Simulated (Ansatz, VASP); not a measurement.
## One calculation of KF (Carobbiite), two programs

```
K F
1.0
     0.00000    2.70937    2.70937
     2.70937    0.00000    2.70937
     2.70937    2.70937    0.00000
K F
1 1
Cartesian
  0.0000 0.0000 0.0000
  2.7094 2.7094 2.7094
```

Alike in both runs: task relaxation of cell and atoms; functional PBE; k mesh 8 × 8 × 8; no spin polarisation.

|  | VASP | Ansatz |
| --- | --- | --- |
| version | VASP 6.6.1 | Ansatz 0.2.0 |
| potentials or method | VASP PAW PBE potentials, release 64 (K_sv, F) | scalar-relativistic, plane waves, PAW |
| plane-wave cutoff (eV) | 600 | 420 |
| occupations | gaussian, width 0.01 eV | fixed |
| valence electrons in the cell | 16 | 16 |

```csv
,VASP,Ansatz,Ansatz less VASP
"gap on the k mesh at the Fermi level, each at its own relaxed structure (eV)",5.95,5.96,+0.007
relaxed volume (Å³/atom),19.89,19.91,+0.022
relaxed cell length with the largest relative difference (Å),3.832,3.833,+0.0014
```

Caveats: the relaxation stopped at its first step, so nothing moved. A k mesh can miss the band edges.
